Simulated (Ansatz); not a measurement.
SiC: the gap from level to level

A database entry relaxed whole under r2SCAN at zero pressure (F-43m, No. 216):

```
Si C
1.0
     0.00000    2.17832    2.17832
     2.17832    0.00000    2.17832
     2.17832    2.17832    0.00000
Si C
1 1
Direct
  0.00000 0.00000 0.00000
  0.25000 0.25000 0.25000
```

Its volume is 10.34 Å³ an atom, -0.1 % against the entry's 10.35, which is old or was flagged in a check.

Single points on this cell with plane-wave PAW DFT (Ansatz 0.2.0; r2SCAN 500 eV, hybrids 420 eV; fermi-dirac occupations of width 0.020 eV; no moments): r2SCAN on a 12×12×12 Γ-centred mesh; HSE06 on a 8×8×8 Γ-centred mesh; PBE0 on a 8×8×8 Γ-centred mesh.

Question: What does each level give for gap and charges?

Answer: The runs give:

| level | gap (eV), or kind | pressure (GPa) | Bader charge of Si (e) | Bader charge of C (e) |
| --- | --- | --- | --- | --- |
| r2SCAN | 1.71 | 0.0 | +2.87 | -2.87 |
| HSE06 | 2.23 | -1.2 | +2.85 | -2.85 |
| PBE0 | 2.95 | -1.4 | +2.85 | -2.85 |

Under r2SCAN the gap is 1.71 eV, over mesh and band path. HSE06 moves it by +0.52 eV and PBE0 by +1.24 eV; PBE0 keeps its exact exchange at long range, which widens the gap over HSE06's by 0.72 eV on their common mesh.

Caveats: the relaxation kept the start's symmetry; HSE06 is read on its mesh and at the zone's corners, PBE0 on its mesh alone; hybrid pressures are good to a few tenths of a GPa; pressure is positive in compression.
